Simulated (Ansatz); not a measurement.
# AlRu (Pm-3m) in Ansatz: further runs

Runs on AlRu. Level: LDA. Tasks: single point, equation of state.

Everything below comes from runs of Ansatz 0.2.0. Logs are shortened: lines on timing, memory, paths and dates and some standing lists are left out, and cuts for length are marked.

## Step 1: Starting point

Symmetry: Pm-3m, No. 221, cubic system. Conventional cell: a = 2.992 Å, b = 2.992 Å, c = 2.992 Å, α = 90.00°, β = 90.00°, γ = 90.00°. Ru (site symmetry m-3m) has 8 Al at 2.59 Å as nearest neighbours. Around Al (site symmetry m-3m) lie 8 Ru at 2.59 Å.

## Step 2: Single point, LDA, 12.58 Å³/atom (volume scaled by 0.94)

input.yaml reads:

```yaml
crystal:
  lattice:
    - [2.9305298028, 0.0, 0.0]
    - [0.0, 2.9305298028, 0.0]
    - [0.0, 0.0, 2.9305298028]
  atoms:
    - { symbol: Ru, position: [0.5, 0.5, 0.5] }
    - { symbol: Al, position: [0.0, 0.0, 0.0] }
kpoints:
  mp_grid: { grid: [9, 9, 9] }
scf:
  occupations: { method: fermi_dirac, width: 0.05 }
hamiltonian:
  xc: lda
  pseudopotentials: { kind: all_electron, lapw: { basis_error: 0.001 } }
output:
  forces: true
  stress: true
  eigenvalues: true
```

Potentials or basis: all-electron LAPW, scalar-relativistic.

Launch:

```bash
$ ansatz run input.yaml --threads 1 --pin off --max-ram 3072MiB --backend cpu --events-out ev --progress --plain --runs-dir out
```

Output:

```text
Warning: RAYON_NUM_THREADS=1 ignored (pool sized by the plan → 1); use --threads N
LAPW: plane waves up to 8.154 Å⁻¹, error target 1.0e-3 eV per atom; small_component_spin mean_spin; Al in spheres of 1.149 Å, 11 of its electrons in bands, Dirac shells []; Ru in spheres of 1.389 Å, 26 of its electrons in bands, Dirac shells [] (how accurate: hamiltonian.pseudopotentials.lapw.basis_error, Limitations)
Engine: ansatz 0.2.0, x86_64-unknown-linux-gnu
Pseudopotentials: kind: all_electron
Pseudopotential: Ru, LAPW, valence charge 26, lapw/all_electron/scalar/gaussian/Ru, Koelling and Harmon's equation, gaussian nucleus
Pseudopotential: Al, LAPW, valence charge 11, lapw/all_electron/scalar/gaussian/Al, Koelling and Harmon's equation, gaussian nucleus
Functional definition: SPW92
  exchange = slater_x
  correlation = pw_c
Crystal: 2 atoms, lattice volume = 25.167 Å³
Basis set: ecut = 253.31838829612187 eV, 251 PW (Γ), exchange–correlation at level 2
Bands: 23, of which v1, the nominal top of the filled ones, is band 19 counted from 1 (18 counted from 0)
Symmetry: 48 space group operations
Space group: Pm-3m (ITA 221), of the structure as read, at distance tolerance 2.9e-5 Å
k-points: 35 of 729
Non-local potential: Ru, projectors of the file, none
Non-local potential: Al, projectors of the file, none
Initial density: superposition of atomic densities (chi_scale 0.1, normalization cell, long waves kept (reshape's long-wave potential 0.00 eV rms))
Initial wavefunctions: plane waves of lowest kinetic energy (no species holds an atomic orbital)
Functional: x = slater, c = lda
iter 1 solved again at ethr=6.95e-4 eV; its pass at ethr=1.00e-1 eV (dr2=2.57e-1 eV) is discarded
SCF iter   1: F=—  HF=-129759.843441 eV  |F-HF|=—  |Δ(HF+E_count)|=         —  Δρ=3.68e-2  dr2=2.58e-1  ethr=6.95e-4  ⟨swp⟩=2.6  Hψ=5343  notcnv=0
preconditioner: auto → none  [metal: Δε(μ)=0.075 eV  Ē_g=9.318 eV  σ=0.050 eV  W_gap=0.34  n_scr=6 (ndim 8)  ℏωp=24.5 eV  f_vac=0.000  D(μ)=1.07/eV (n_scr^D=6)  sad-step TF]
SCF iter   2: F=—  HF=-129759.500717 eV  |F-HF|=—  |Δ(HF+E_count)|=   3.43e-1  Δρ=2.88e-2  dr2=3.21e-1  ethr=6.95e-4  ⟨swp⟩=3.0  Hψ=2562  notcnv=0
iter 3 solved again at ethr=3.20e-5 eV; its pass at ethr=6.95e-4 eV (dr2=1.18e-2 eV) is discarded
SCF iter   3: F=—  HF=-129759.201459 eV  |F-HF|=—  |Δ(HF+E_count)|=   2.99e-1  Δρ=8.92e-3  dr2=1.18e-2  ethr=3.20e-5  ⟨swp⟩=2.0  Hψ=3878  notcnv=0
SCF iter   4: F=—  HF=-129759.187594 eV  |F-HF|=—  |Δ(HF+E_count)|=         —  Δρ=1.54e-3  dr2=7.69e-4  ethr=3.19e-5  ⟨swp⟩=2.0  Hψ=2270  notcnv=0
the basis was enlarged: its passes take 572.2 KiB over the memory plan, 1 of 1 planned eigensolver slots
SCF iter   5: F=—  HF=-129759.186579 eV  |F-HF|=—  |Δ(HF+E_count)|=   1.02e-3  Δρ=1.77e-4  dr2=3.58e-6  ethr=2.08e-6  ⟨swp⟩=2.0  Hψ=2265  notcnv=0
SCF iter   6: F=—  HF=-129759.186577 eV  |F-HF|=—  |Δ(HF+E_count)|=   1.60e-6  Δρ=2.80e-5  dr2=9.09e-8  ethr=9.68e-9  ⟨swp⟩=2.3  Hψ=2284  notcnv=0
SCF iter   7: F=-129759.186577 eV  HF=-129759.186577 eV  |F-HF|=1.56e-8  |Δ(HF+E_count)|=   5.70e-9  Δρ=5.69e-6  dr2=6.41e-9  ethr=2.46e-10  ⟨swp⟩=2.3  Hψ=2286  notcnv=0
SCF 1 converged in 7 iterations: F = -129759.186577 eV  dr2 = 6.41e-9
SCF converged after 7 iterations
Free energy (F): -129759.186577 eV
Harris-Foulkes:  -129759.186577 eV  (|F-HF|=1.56e-8)
Internal energy: -129759.172740 eV  (E = F + TS)
E sigma→0 (E₀):  -129759.179659 eV
Entropy (-TS):   -0.013837 eV (-6.918 meV/atom)
Fermi energy:    19.428657 eV
--- Per-component energies (eV) ---
  E_band       = -2974.441043
  E_kinetic    = 134643.859514
  E_xc         = -4005.327808
  E_electrostatic = -260397.704447  (all electrons and nuclei)
  E_smearing   = -0.013837  (= −TS)
  E_closure    = 0.000000  (closes the sum)
  E_atoms      = -129742.989643  (free atoms, spherical and without spin; not in F)
  Σ components = -129759.186577   (vs F -129759.186577, Δ=0.00e0)
  Basis errors (estimates in eV, not in F): energy 2.7e-4 per atom: plane waves 2.3e-4 (1.2e-4 summed), levels above the bands 2.0e-83, relativity 3.8e-9, radial functions 3.9e-5, core shells 3.5e-7; eigenvalues (radial functions only) 2.4e-6; not estimated: angular momenta, meshes, grids; target (lapw.basis_error) 1.0e-3; muffin-tin radii Al 1.149 Å, Ru 1.389 Å
--- Forces (eV/Å), atoms counted from 1 ---
  atom   1  Ru     0.00000000    -0.00000000    -0.00000000
  atom   2  Al    -0.00000000     0.00000000     0.00000000
  max |Σ_I F_I| component: 6.05e-30 eV/Å
--- Stress (GPa, compression-positive) ---
        5.724989       0.000000       0.000000
        0.000000       5.724989       0.000000
        0.000000       0.000000       5.724989
  P = ⅓ Tr σ = 5.7250 GPa (57.250 kbar)
--- Band table (eV; the first three rows and the last of 35) ---
  k-point 0: bands = ["-249.1663", "-249.1663", "-249.1304", "-249.1304", "-249.1304", "-81.5970", "-52.1769", "-43.7925", "-43.7925", "-43.7925", "-22.1784", "-22.1784", "-22.1784", "9.4819", "15.5681", "15.5681", "19.6965", "19.6965", "19.6965", "25.8269", "25.8269", "25.8269", "30.9207"]
  k-point 1: bands = ["-249.1663", "-249.1663", "-249.1304", "-249.1304", "-249.1304", "-81.5969", "-52.1745", "-43.7935", "-43.7924", "-43.7924", "-22.2101", "-22.1758", "-22.1758", "9.7308", "15.6564", "15.6624", "19.3868", "19.3868", "19.7285", "24.7980", "26.3166", "26.3166", "30.3270"]
  k-point 2: bands = ["-249.1663", "-249.1663", "-249.1304", "-249.1304", "-249.1304", "-81.5966", "-52.1685", "-43.7959", "-43.7921", "-43.7921", "-22.2899", "-22.1692", "-22.1692", "10.4466", "15.7738", "15.8930", "18.7357", "18.7357", "19.8112", "23.1547", "27.5074", "27.5074", "29.0473"]
  k-point 34: bands = ["-249.1663", "-249.1663", "-249.1304", "-249.1304", "-249.1304", "-81.5948", "-52.1166", "-43.8001", "-43.8000", "-43.8000", "-22.3759", "-22.3754", "-22.3754", "14.4175", "14.6412", "14.6412", "20.7856", "20.7856", "22.6480", "22.8313", "24.1992", "24.1992", "28.8371"]
```

Wall time 4.1 s (1 thread of AMD EPYC 7R13 (Zen 3), shared host); peak memory 0.32 GiB.

What came out:

```yaml
Free_energy: -129759.1866 eV
Pressure: 5.7 GPa
Band_gap_on_the_k_mesh: none (metal or under the smearing width)
```

## Step 3: Single point, LDA, 12.85 Å³/atom (volume scaled by 0.96)

input.yaml: that of step 2 with these lines changed.

```diff
@@ -2,5 +2,5 @@
   lattice:
-    - [2.9305298028, 0.0, 0.0]
-    - [0.0, 2.9305298028, 0.0]
-    - [0.0, 0.0, 2.9305298028]
+    - [2.9511680166, 0.0, 0.0]
+    - [0.0, 2.9511680166, 0.0]
+    - [0.0, 0.0, 2.9511680166]
   atoms:
```

Potentials or basis: all-electron LAPW, scalar-relativistic.

Launch:

```bash
$ ansatz run input.yaml --threads 1 --pin off --max-ram 3072MiB --backend cpu --events-out ev --progress --plain --runs-dir out
```

Wall time 4.4 s (1 thread of AMD EPYC 7R13 (Zen 3), shared host); peak memory 0.31 GiB.

Results (log left out):

```
Free energy            : -129759.1969 eV
Pressure               : 0.6 GPa
Band gap on the k mesh : none (metal or under the smearing width)
```

## Step 4: Single point, LDA, 13.12 Å³/atom (volume scaled by 0.98)

input.yaml: that of step 3 with these lines changed.

```diff
@@ -2,5 +2,5 @@
   lattice:
-    - [2.9511680166, 0.0, 0.0]
-    - [0.0, 2.9511680166, 0.0]
-    - [0.0, 0.0, 2.9511680166]
+    - [2.9715215427, 0.0, 0.0]
+    - [0.0, 2.9715215427, 0.0]
+    - [0.0, 0.0, 2.9715215427]
   atoms:
```

Launch:

```bash
$ ansatz run input.yaml --threads 1 --pin off --max-ram 3072MiB --backend cpu --events-out ev --progress --plain --runs-dir out
```

It took 4.1 s on 1 thread of AMD EPYC 7R13 (Zen 3), shared host; peak memory 0.32 GiB.

Results (log left out):

| Property | Result |
| --- | --- |
| Free energy | -129759.1909 eV |
| Pressure | -4.1 GPa |
| Band gap on the k mesh | none (metal or under the smearing width) |

## Step 5: Single point, LDA, 13.39 Å³/atom

input.yaml: that of step 4 with these lines changed.

```diff
@@ -2,5 +2,5 @@
   lattice:
-    - [2.9715215427, 0.0, 0.0]
-    - [0.0, 2.9715215427, 0.0]
-    - [0.0, 0.0, 2.9715215427]
+    - [2.9916, 0.0, 0.0]
+    - [0.0, 2.9916, 0.0]
+    - [0.0, 0.0, 2.9916]
   atoms:
```

Launch:

```bash
$ ansatz run input.yaml --threads 1 --pin off --max-ram 3072MiB --backend cpu --events-out ev --progress --plain --runs-dir out
```

Run time: 4.1 s. Hardware: 1 thread of AMD EPYC 7R13 (Zen 3), shared host; peak memory 0.32 GiB.

The run converged. Its results:

| Quantity | Value |
| --- | --- |
| Free energy | -129759.1703 eV |
| Pressure | -8.2 GPa |
| Band gap on the k mesh | none (metal or under the smearing width) |

## Step 6: Single point, LDA, 13.65 Å³/atom (volume scaled by 1.02)

input.yaml: that of step 5 with these lines changed.

```diff
@@ -2,5 +2,5 @@
   lattice:
-    - [2.9916, 0.0, 0.0]
-    - [0.0, 2.9916, 0.0]
-    - [0.0, 0.0, 2.9916]
+    - [3.0114124979, 0.0, 0.0]
+    - [0.0, 3.0114124979, 0.0]
+    - [0.0, 0.0, 3.0114124979]
   atoms:
```

Potentials or basis: all-electron LAPW, scalar-relativistic.

Launch:

```bash
$ ansatz run input.yaml --threads 1 --pin off --max-ram 3072MiB --backend cpu --events-out ev --progress --plain --runs-dir out
```

Run time: 4 s. Hardware: 1 thread of AMD EPYC 7R13 (Zen 3), shared host; peak memory 0.32 GiB.

The run converged. Its results:

| Item | Value |
| --- | --- |
| Free energy | -129759.1367 eV |
| Pressure | -11.9 GPa |
| Band gap on the k mesh | none (metal or under the smearing width) |

## Step 7: Single point, LDA, 13.92 Å³/atom (volume scaled by 1.04)

input.yaml: that of step 6 with these lines changed.

```diff
@@ -2,5 +2,5 @@
   lattice:
-    - [3.0114124979, 0.0, 0.0]
-    - [0.0, 3.0114124979, 0.0]
-    - [0.0, 0.0, 3.0114124979]
+    - [3.0309676725, 0.0, 0.0]
+    - [0.0, 3.0309676725, 0.0]
+    - [0.0, 0.0, 3.0309676725]
   atoms:
```

Launch:

```bash
$ ansatz run input.yaml --threads 1 --pin off --max-ram 3072MiB --backend cpu --events-out ev --progress --plain --runs-dir out
```

It took 4.3 s on 1 thread of AMD EPYC 7R13 (Zen 3), shared host; peak memory 0.32 GiB.

It converged, with:

| Quantity | Value |
| --- | --- |
| Free energy | -129759.0914 eV |
| Pressure | -15.2 GPa |
| Band gap on the k mesh | none (metal or under the smearing width) |

## Step 8: Single point, LDA, 14.19 Å³/atom (volume scaled by 1.06)

input.yaml: that of step 7 with these lines changed.

```diff
@@ -2,5 +2,5 @@
   lattice:
-    - [3.0309676725, 0.0, 0.0]
-    - [0.0, 3.0309676725, 0.0]
-    - [0.0, 0.0, 3.0309676725]
+    - [3.0502737196, 0.0, 0.0]
+    - [0.0, 3.0502737196, 0.0]
+    - [0.0, 0.0, 3.0502737196]
   atoms:
```

Launch:

```bash
$ ansatz run input.yaml --threads 1 --pin off --max-ram 3072MiB --backend cpu --events-out ev --progress --plain --runs-dir out
```

Run time: 4 s. Hardware: 1 thread of AMD EPYC 7R13 (Zen 3), shared host; peak memory 0.32 GiB.

Results (log left out):

```
Free energy            : -129759.0357 eV
Pressure               : -18.1 GPa
Band gap on the k mesh : none (metal or under the smearing width)
```

## Step 9: Equation of state, LDA

Potentials or basis: all-electron LAPW, scalar-relativistic.

This step only gathers the single runs of the series.

What came out:

- Equilibrium volume: 12.88 Å³/atom
- Bulk modulus: 232 GPa
- Pressure derivative of the bulk modulus: 4.4

Energy against volume, from the lowest point:
```tsv
volume (Å³/atom)	energy (meV/atom)
12.584	5.16
12.851	0.00
13.119	2.99
13.387	13.29
13.655	30.11
13.922	52.77
14.190	80.62
```

LDA usually gives volumes a few per cent too small. Zero-point motion and thermal expansion aren't in these numbers.
